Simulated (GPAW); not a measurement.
Runs of GPAW 26.7.0 on SnO. It takes space group P4/nmm (No. 129, tetragonal). The conventional cell has a = 3.839 Å, b = 3.839 Å, c = 4.919 Å, α = 90.00°, β = 90.00°, γ = 90.00°. Sn (site symmetry 4mm) has 4 O at 2.24 Å as nearest neighbours. O (site symmetry -4m2) is surrounded by 4 Sn at 2.24 Å. The cell is a database's computed one.

| cell | response k mesh | coarser k mesh | gap on the mesh (eV) |
| --- | --- | --- | --- |
| P4/nmm, 18.12 Å³/atom | 9 × 9 × 7 | 9 × 9 × 7 | 0.22 |
| P4/nmm, 17.77 Å³/atom | 9 × 9 × 7 | 9 × 9 × 7 | 0.15 |
| P4/nmm, 18.48 Å³/atom | 9 × 9 × 7 | 9 × 9 × 7 | (a) |
| P4/nmm, 17.41 Å³/atom | 6 × 6 × 5 | 6 × 6 × 5 | 0.07 |
| P4/nmm, 18.84 Å³/atom | 9 × 9 × 7 | 9 × 9 × 7 | (b) |

Alike in all rows: task dielectric tensor; level PBE; potentials or basis GPAW PAW data sets (gpaw-data 1.2.1), pw; no spin polarisation; k mesh 6 × 6 × 5; cutoff (eV) 600; smearing fermi-dirac 0.001 eV.

Question: Estimate the missing entries.

Answer: (a) 0.29; (b) 0.35.

Caveats: the gap is small at this level, which inflates the dielectric constant; the long-wavelength limit can be off by a per cent or two; spin-orbit coupling is left out, which moves the levels of the heavy elements; an odd mesh through Γ misses points on the zone boundary, where band edges often lie.

A k mesh can miss the band edges, and the runs leave out spin-orbit coupling on Sn.
